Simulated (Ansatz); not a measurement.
# Bi2Se3 (Paraguanajuatite) (R-3m) in Ansatz: further runs

Aim: see how the results for Bi2Se3 (Paraguanajuatite) move with the level of theory and the settings. Levels: PBE, LDA, PBEsol, RPBE, revPBE. Tasks: band structure.

Everything below comes from runs of Ansatz 0.2.0. Logs are shortened: lines on timing, memory, paths and dates and some standing lists are left out, and cuts for length are marked.

## (1) Starting point

Symmetry: R-3m, No. 166, trigonal system. The conventional cell has a = 4.143 Å, b = 4.143 Å, c = 28.636 Å, α = 90.00°, β = 90.00°, γ = 120.00°. Around Bi (site symmetry 3m) lie 6 Se at 2.85 to 3.07 Å. Se (site symmetry 3m) is surrounded by 3 Bi at 2.85 Å. Around Se (site symmetry -3m) lie 6 Bi at 3.07 Å.

## (2) Band structure, PBE

Input file input.yaml:

```yaml
crystal:
  lattice:
    - [2.0715, 1.1959810826, 9.5453333333]
    - [-2.0715, 1.1959810826, 9.5453333333]
    - [0.0, -2.3919621653, 9.5453333333]
  atoms:
    - { symbol: Bi, position: [0.5992, 0.5992, 0.5992] }
    - { symbol: Bi, position: [0.4008, 0.4008, 0.4008] }
    - { symbol: Se, position: [0.7883, 0.7883, 0.7883] }
    - { symbol: Se, position: [0.2117, 0.2117, 0.2117] }
    - { symbol: Se, position: [0.0, 0.0, 0.0] }
kpoints:
  mp_grid: { grid: [8, 8, 8] }
  band_path:
    path:
      - [0.0, 0.0, 0.0]
      - [0.5, 0.0, 0.0]
      - [0.5, 0.1771325325, -0.1771325325]
    npoints: 10
scf:
  occupations: { method: fermi_dirac, width: 0.05 }
hamiltonian:
  xc: pbe
  pseudopotentials: { kind: all_electron, lapw: { basis_error: 0.002 } }
output:
  forces: true
  stress: true
  eigenvalues: true
```

Potentials or basis: all-electron LAPW, scalar-relativistic.

The run is started by

```bash
ansatz run input.yaml --threads 4 --pin off --max-ram 12288MiB --backend cpu --events-out ev --progress --plain --runs-dir out
```

What it wrote:

```text
Warning: RAYON_NUM_THREADS=4 ignored (pool sized by the plan → 4); use --threads N
LAPW: plane waves up to 7.378 Å⁻¹, error target 2.0e-3 eV per atom; small_component_spin mean_spin; Se in spheres of 1.347 Å, 24 of its electrons in bands, Dirac shells []; Bi in spheres of 1.504 Å, 37 of its electrons in bands, Dirac shells [] (how accurate: hamiltonian.pseudopotentials.lapw.basis_error, Limitations)
Engine: ansatz 0.2.0, x86_64-unknown-linux-gnu
Pseudopotentials: kind: all_electron
Pseudopotential: Bi, LAPW, valence charge 37, lapw/all_electron/scalar/gaussian/Bi, Koelling and Harmon's equation, gaussian nucleus
Pseudopotential: Se, LAPW, valence charge 24, lapw/all_electron/scalar/gaussian/Se, Koelling and Harmon's equation, gaussian nucleus
Functional definition: PBE
  parameter kappa = 0.804
  parameter beta = 0.06672455060314922
  exchange = pbe_x(kappa = kappa, mu = beta*pi^2/3)
  correlation = pbe_c(beta = beta)
Crystal: 5 atoms, lattice volume = 141.890 Å³
Basis set: ecut = 207.3722798281105 eV, 971 PW (Γ), FFT grids on a1−a3, a2−a3, a3, exchange–correlation at level 2
Bands: 88, of which v1, the nominal top of the filled ones, is band 73 counted from 1 (72 counted from 0)
Symmetry: 12 space group operations
Space group: R-3m (ITA 166), of the structure as read, at distance tolerance 5.2e-5 Å
k-points: 65 of 512
Non-local potential: Bi, projectors of the file, none
Non-local potential: Se, projectors of the file, none
Initial density: superposition of atomic densities (chi_scale 0.1, normalization cell, long waves kept (reshape's long-wave potential 0.89 eV rms))
Initial wavefunctions: plane waves of lowest kinetic energy (no species holds an atomic orbital)
Functional: x = pbe(κ = 0.804, μ = 0.2195149727645171), c = pbe(β = 0.06672455060314922)
iter 1 solved again at ethr=2.17e-3 eV; its pass at ethr=1.00e-1 eV (dr2=3.16e0 eV) is discarded
SCF iter   1: F=—  HF=-1369791.617669 eV  |F-HF|=—  |Δ(HF+E_count)|=         —  Δρ=2.82e-2  dr2=3.16e0  ethr=2.17e-3  ⟨swp⟩=2.0  Hψ=35135  notcnv=0
preconditioner: auto → Resta (q_TF=auto, 2.741 Å⁻¹)  ε∞=2.3  [insulator: Δε(μ)=0.702 eV  Ē_g=18.797 eV  σ=0.050 eV  W_gap=1.00  n_scr=44 (ndim 8)  ℏωp=21.6 eV  f_vac=0.135  D(μ)=0.00/eV (n_scr^D=0)  ε∞_Penn≈2.3]
SCF iter   2: F=—  HF=-1369790.920957 eV  |F-HF|=—  |Δ(HF+E_count)|=   6.97e-1  Δρ=1.05e-2  dr2=9.34e-1  ethr=2.17e-3  ⟨swp⟩=3.0  Hψ=17994  notcnv=0
preconditioner: auto → none  [metal: Δε(μ)=0.018 eV  Ē_g=19.121 eV  σ=0.050 eV  W_gap=0.09  n_scr=44 (ndim 8)  ℏωp=21.6 eV  f_vac=0.150  D(μ)=0.05/eV (n_scr^D=0)]
SCF iter   3: F=—  HF=-1369791.200980 eV  |F-HF|=—  |Δ(HF+E_count)|=   2.80e-1  Δρ=1.42e-2  dr2=3.03e0  ethr=6.40e-4  ⟨swp⟩=3.0  Hψ=17200  notcnv=0  recentre
iter 4 solved again at ethr=3.89e-5 eV; its pass at ethr=6.40e-4 eV (dr2=5.68e-2 eV) is discarded
SCF iter   4: F=—  HF=-1369790.819960 eV  |F-HF|=—  |Δ(HF+E_count)|=   3.81e-1  Δρ=4.43e-3  dr2=5.67e-2  ethr=3.89e-5  ⟨swp⟩=2.0  Hψ=28497  notcnv=0
SCF iter   5: F=—  HF=-1369790.826384 eV  |F-HF|=—  |Δ(HF+E_count)|=         —  Δρ=8.19e-4  dr2=2.96e-3  ethr=3.89e-5  ⟨swp⟩=2.0  Hψ=16947  notcnv=0
the basis was enlarged: its passes take 254.9 KiB over the memory plan, 4 of 4 planned eigensolver slots
SCF iter   6: F=—  HF=-1369790.826008 eV  |F-HF|=—  |Δ(HF+E_count)|=   3.76e-4  Δρ=1.48e-4  dr2=6.91e-5  ethr=2.02e-6  ⟨swp⟩=2.0  Hψ=16776  notcnv=0
SCF iter   7: F=—  HF=-1369790.826027 eV  |F-HF|=—  |Δ(HF+E_count)|=   1.85e-5  Δρ=4.02e-5  dr2=2.60e-6  ethr=4.73e-8  ⟨swp⟩=2.5  Hψ=16831  notcnv=0
SCF iter   8: F=—  HF=-1369790.826030 eV  |F-HF|=—  |Δ(HF+E_count)|=   2.63e-6  Δρ=1.13e-5  dr2=1.37e-7  ethr=1.78e-9  ⟨swp⟩=3.0  Hψ=17418  notcnv=0
SCF iter   9: F=-1369790.826030 eV  HF=-1369790.826030 eV  |F-HF|=7.92e-9  |Δ(HF+E_count)|=   2.92e-7  Δρ=2.42e-6  dr2=9.41e-9  ethr=9.41e-11  ⟨swp⟩=3.0  Hψ=17666  notcnv=0
SCF 1 converged in 9 iterations: F = -1369790.826030 eV  dr2 = 9.41e-9
NSCF: frozen V_eff on 21 k-points
SCF converged after 9 iterations
Free energy (F): -1369790.826030 eV
Harris-Foulkes:  -1369790.826030 eV  (|F-HF|=7.92e-9)
Internal energy: -1369790.825824 eV  (E = F + TS)
E sigma→0 (E₀):  -1369790.825927 eV
Entropy (-TS):   -0.000206 eV (-0.041 meV/atom)
Fermi energy:    11.303569 eV
--- Per-component energies (eV) ---
  E_band       = -10183.144839
  E_kinetic    = 1559156.452510
  E_xc         = -28798.357404
  E_electrostatic = -2900148.920929  (all electrons and nuclei)
  E_smearing   = -0.000206  (= −TS)
  E_closure    = 0.000000  (closes the sum)
  E_atoms      = -1369770.729826  (free atoms, spherical and without spin; not in F)
  Σ components = -1369790.826030   (vs F -1369790.826030, Δ=0.00e0)
  Basis errors (estimates in eV, not in F): energy 8.2e-4 per atom: plane waves 7.6e-4 (4.3e-4 summed), levels above the bands 1.4e-77, relativity 1.1e-7, radial functions 6.6e-5, core shells 6.8e-8; eigenvalues (radial functions only) 3.7e-6; not estimated: angular momenta, meshes, grids; target (lapw.basis_error) 2.0e-3; muffin-tin radii Se 1.347 Å, Bi 1.504 Å
--- Forces (eV/Å), atoms counted from 1 ---
  atom   1  Bi     0.00000000    -0.00000000     0.15853805
  atom   2  Bi     0.00000000     0.00000000    -0.15853805
  atom   3  Se     0.00000000    -0.00000000     0.16020219
  atom   4  Se     0.00000000     0.00000000    -0.16020219
  atom   5  Se     0.00000000     0.00000000     0.00000000
  max |Σ_I F_I| component: 2.78e-17 eV/Å
--- Stress (GPa, compression-positive) ---
        2.555999       0.000000       0.000000
        0.000000       2.555999      -0.000000
        0.000000      -0.000000       2.576864
  P = ⅓ Tr σ = 2.5630 GPa (25.630 kbar)
--- Band table (eV; the first three rows and the last of 65) ---
  k-point 0: bands = ["-196.5161", "-196.5161", "-196.3689", "-142.2861", "-142.2861", "-137.4089", "-137.4089", "-137.4065", "-137.4065", "-137.4065", "-137.4065", "-137.4061", "-137.4061", "-137.4043", "-137.4043", "-137.4043", "-137.4043", "-137.4043", "-137.4043", "-135.9849", "-135.9849", "-135.9849", "-135.9849", "-135.9777", "-135.9777", "-135.8594", "-135.8238", "-135.8238", "-80.5494", "-80.5494", "-80.5494", "-80.5494", "-80.5481", "-80.5481", "-36.1988", "-36.1988", "-36.1986", "-36.1986", "-36.1929", "-36.1929", "-36.1924", "-36.1924", "-36.1899", "-36.1897", "-36.0667", "-36.0590", "-36.0590", "-36.0303", "-36.0303", "-11.9441", "-11.9441", "-11.9423", "-11.9423", "-11.9334", "-11.9309", "-11.9226", "-11.9226", "-11.9199", "-11.9199", "-3.2485", "-2.5176", "-1.6541", "1.6719", "2.4383", "9.0047", "9.0762", "9.3131", "9.3131", "9.3209", "9.3209", "9.9759", "9.9759", "11.1935", "11.4096", "12.5870", "12.5870", "13.3183", "13.9102", "13.9102", "17.0290", "18.1989", "18.1989", "18.2563", "18.2856", "18.9770", "18.9770", "19.8630", "19.8630"]
  k-point 1: bands = ["-196.5161", "-196.5161", "-196.3689", "-142.2861", "-142.2861", "-137.4089", "-137.4089", "-137.4065", "-137.4065", "-137.4065", "-137.4065", "-137.4061", "-137.4061", "-137.4043", "-137.4043", "-137.4043", "-137.4043", "-137.4043", "-137.4043", "-135.9849", "-135.9849", "-135.9849", "-135.9849", "-135.9777", "-135.9777", "-135.8594", "-135.8238", "-135.8238", "-80.5494", "-80.5494", "-80.5494", "-80.5494", "-80.5481", "-80.5481", "-36.1988", "-36.1988", "-36.1986", "-36.1986", "-36.1930", "-36.1929", "-36.1924", "-36.1924", "-36.1898", "-36.1897", "-36.0667", "-36.0590", "-36.0590", "-36.0303", "-36.0303", "-11.9463", "-11.9441", "-11.9405", "-11.9386", "-11.9312", "-11.9287", "-11.9246", "-11.9230", "-11.9218", "-11.9198", "-3.1065", "-2.3971", "-1.5710", "1.5804", "2.2754", "8.1554", "8.2454", "8.8186", "8.9062", "9.4132", "9.8290", "9.8422", "10.2086", "10.4747", "12.3225", "12.9776", "13.0550", "13.3251", "13.9018", "14.1598", "16.6649", "17.2527", "18.3197", "18.5007", "18.8700", "19.2153", "19.5147", "19.7099", "20.5652"]
  k-point 2: bands = ["-196.5161", "-196.5161", "-196.3689", "-142.2861", "-142.2861", "-137.4089", "-137.4089", "-137.4065", "-137.4065", "-137.4065", "-137.4065", "-137.4061", "-137.4061", "-137.4043", "-137.4043", "-137.4043", "-137.4043", "-137.4043", "-137.4043", "-135.9849", "-135.9849", "-135.9849", "-135.9849", "-135.9777", "-135.9777", "-135.8594", "-135.8238", "-135.8238", "-80.5494", "-80.5494", "-80.5494", "-80.5494", "-80.5481", "-80.5481", "-36.1988", "-36.1988", "-36.1986", "-36.1985", "-36.1930", "-36.1930", "-36.1925", "-36.1924", "-36.1898", "-36.1897", "-36.0667", "-36.0590", "-36.0590", "-36.0303", "-36.0302", "-11.9529", "-11.9496", "-11.9331", "-11.9313", "-11.9312", "-11.9271", "-11.9238", "-11.9222", "-11.9207", "-11.9190", "-2.6945", "-2.0675", "-1.3601", "1.2394", "1.8240", "7.0559", "7.5692", "8.0337", "8.3264", "8.8207", "9.3491", "9.9373", "10.0378", "10.6630", "12.3977", "13.1437", "13.3765", "13.9565", "14.3580", "15.2649", "15.7811", "17.4339", "18.5180", "18.9836", "19.1976", "19.7002", "20.1356", "20.4867", "21.3431"]
  k-point 64: bands = ["-196.5161", "-196.5161", "-196.3689", "-142.2861", "-142.2861", "-137.4089", "-137.4089", "-137.4065", "-137.4065", "-137.4065", "-137.4065", "-137.4061", "-137.4061", "-137.4043", "-137.4043", "-137.4043", "-137.4043", "-137.4043", "-137.4043", "-135.9849", "-135.9849", "-135.9849", "-135.9849", "-135.9777", "-135.9777", "-135.8594", "-135.8238", "-135.8238", "-80.5494", "-80.5494", "-80.5494", "-80.5494", "-80.5481", "-80.5481", "-36.1988", "-36.1988", "-36.1986", "-36.1986", "-36.1929", "-36.1929", "-36.1924", "-36.1924", "-36.1899", "-36.1897", "-36.0667", "-36.0590", "-36.0590", "-36.0303", "-36.0303", "-11.9441", "-11.9441", "-11.9422", "-11.9422", "-11.9332", "-11.9311", "-11.9226", "-11.9226", "-11.9198", "-11.9198", "-3.0883", "-2.8537", "-1.3618", "1.2317", "2.8143", "8.5007", "9.1988", "9.1988", "9.5612", "9.5612", "9.6555", "9.8057", "9.8057", "10.7368", "11.8270", "12.8946", "12.8946", "13.2496", "13.5706", "13.5706", "16.9817", "17.8728", "17.8728", "18.1932", "18.5705", "19.6001", "20.1256", "20.1256", "20.3099"]
```

It took 44 s on 4 threads of AMD EPYC 7R43 (Zen 3), shared host; peak memory 1.1 GiB.

Results:

```
Free energy             : -1369790.8260 eV
Pressure                : 2.6 GPa
Largest force           : 0.160 eV/Å
Band gap on the k mesh  : 0.22 eV, direct
Band gap along the path : 0.22 eV, direct
```

Forces in eV/Å, atoms in the order of the input:
```
Bi   0.000  0.000  0.159
Bi   0.000  0.000 -0.159
Se   0.000  0.000  0.160
Se   0.000  0.000 -0.160
Se   0.000  0.000  0.000
```

Levels at the corners of the path, in eV from the valence-band top:
| point | band 69 | band 70 | band 71 | band 72 | band 73 | band 74 | band 75 | band 76 | band 77 | band 78 |
| --- | --- | --- | --- | --- | --- | --- | --- | --- | --- | --- |
| Γ | -1.87 | -1.87 | -1.22 | -1.22 | 0.00 | 0.22 | 1.39 | 1.39 | 2.12 | 2.72 |
| L | -3.02 | -3.00 | -2.15 | -1.24 | -0.56 | 0.84 | 1.92 | 2.96 | 3.15 | 4.08 |
| B1 | -3.34 | -2.65 | -1.89 | -1.08 | -0.71 | 1.65 | 2.23 | 2.86 | 3.78 | 4.46 |

Caveat: spin-orbit coupling is left out, which as a rule narrows the gap of such compounds by several tenths of an eV.

(Continued in part 2 of 2.)
